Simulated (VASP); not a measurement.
Crystal: TiNi.

```
CELL_PARAMETERS angstrom
2.73580 0.00000 0.00000
0.00000 2.73580 0.00000
0.00000 0.00000 3.58141
ATOMIC_POSITIONS crystal
Ni 0.00000 0.00000 0.00000
Ti 0.50000 0.50000 0.50000
```

The cell comes from a database or a generator and needn't be the stable form of this composition.

```yaml
Program: VASP 6.6.1
Task: relaxation of cell and atoms
Functional: LDA
Potentials_or_basis: VASP PAW LDA potentials, release 64 (Ni, Ti_sv)
Cutoff: 600 eV
k_mesh: 8 × 8 × 8
Occupations: fermi-dirac, width 0.05 eV
Spin: collinear spin, ferromagnetic start
Starting_moments: "[1.0, 1.0] μB"
```

At the start: pressure -11.8 GPa; volume 13.40 Å³/atom.

Problem. Where does the relaxation end?

Solution. Over 15 steps the energy falls by 39.2 meV/atom and the volume is 12.52 Å³/atom (-6.6 %); space group P4/mmm (No. 123, to 0.05 Å); moment 0.00 μB per cell.

Step by step:
| step | energy change (eV) | largest force (eV/Å) | pressure (GPa) | volume (Å³) |
| --- | --- | --- | --- | --- |
| 1 | 0.0000 | 0.0000 | -11.79 | 26.81 |
| 2 | 0.0097 | 0.0000 | 16.24 | 23.16 |
| 3 | -0.0748 | 0.0000 | -0.05 | 24.95 |
| 4 | -0.0748 | 0.0000 | 0.10 | 24.91 |
| 5 | -0.0755 | 0.0000 | 0.20 | 24.93 |
| 6 | -0.0771 | 0.0000 | 0.34 | 24.97 |
| 7 | -0.0783 | 0.0000 | 0.22 | 25.04 |
| 8 | -0.0783 | 0.0000 | 0.11 | 25.04 |
| 9 | -0.0783 | 0.0000 | 0.07 | 25.03 |
| 10 | -0.0783 | 0.0000 | 0.17 | 25.04 |
| 11 | -0.0781 | 0.0000 | -0.67 | 25.16 |
| 12 | -0.0783 | 0.0000 | -0.08 | 25.06 |
| 13 | -0.0783 | 0.0000 | -0.12 | 25.05 |
| 14 | -0.0783 | 0.0000 | -0.13 | 25.04 |
| 15 | -0.0783 | 0.0000 | -0.04 | 25.04 |

Final structure:
```yaml
crystal:
  lattice:
    - [2.72362, 0.00000, 0.00000]
    - [0.00000, 2.72362, 0.00000]
    - [0.00000, 0.00000, 3.37570]
  atoms:
    - { symbol: Ni, position: [0.00000, 0.00000, 0.00000] }
    - { symbol: Ti, position: [0.50000, 0.50000, 0.50000] }
```
